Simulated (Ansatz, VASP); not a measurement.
## One calculation of ZnS, two programs

INCAR

```
SYSTEM = ZnS
PREC = Accurate
ENCUT = 600
EDIFF = 1E-6
ISMEAR = 0
SIGMA = 0.02
LREAL = .FALSE.
LASPH = .TRUE.
NELM = 100
ALGO = Normal
ISIF = 3
LWAVE = .FALSE.
LCHARG = .FALSE.
GGA = PE
IVDW = 12
IBRION = 2
NSW = 100
EDIFFG = -0.005
```

File KPOINTS:

```
Automatic mesh
0
G
  10 10 10
  0 0 0
```

File POSCAR:

```
ZnS
1.0
    0.0000000000      2.7046500000      2.7046500000
    2.7046500000      0.0000000000      2.7046500000
    2.7046500000      2.7046500000      0.0000000000
Zn S
1 1
Direct
    0.0000000000      0.0000000000      0.0000000000
    0.7500000000      0.7500000000      0.7500000000
```

Input for Ansatz:

```yaml
crystal:
  lattice:
    - [0.0, 2.70465, 2.70465]
    - [2.70465, 0.0, 2.70465]
    - [2.70465, 2.70465, 0.0]
  atoms:
    - { symbol: Zn, position: [0.0, 0.0, 0.0] }
    - { symbol: S, position: [0.75, 0.75, 0.75] }
basis:
  ecutwfc: 420
kpoints:
  mp_grid: { grid: [10, 10, 10] }
hamiltonian:
  xc: pbe
  dispersion: d3bj
scf:
  occupations: { method: gaussian, width: 0.02 }
output:
  forces: true
  stress: true
  eigenvalues: true
  write_density: true
  write_potential: true
  elf: true
  volumetric_format: npy
relax:
  adjacent_minimum: "off"
  f_tol: 0.005
  max_steps: 80
  cell: { stress_tol: 0.05 }
```

Alike in both runs: task relaxation of cell and atoms; functional PBE; dispersion D3(BJ); k mesh 10 × 10 × 10; occupations gaussian, width 0.02 eV; no spin polarisation.

|  | VASP | Ansatz |
| --- | --- | --- |
| version | VASP 6.6.1 | Ansatz 0.2.0 |
| potentials or method | VASP PAW PBE potentials, release 64 (Zn, S) | scalar-relativistic, plane waves, PAW |
| plane-wave cutoff (eV) | 600 | 420 |
| valence electrons in the cell | 18 | 18 |

|  | VASP | Ansatz | Ansatz less VASP |
| --- | --- | --- | --- |
| gap on the k mesh at the Fermi level, each at its own relaxed structure (eV) | 2.17 | 2.18 | +0.007 |
| relaxed volume (Å³/atom) | 19.47 | 19.41 | -0.059 |
| relaxed cell length with the largest relative difference (Å) | 3.805 | 3.801 | -0.0039 |
| energy change over the relaxation (meV/atom) | -1 | -2 | -0.3 |

As with any semilocal functional, this PBE gap is likely too small.
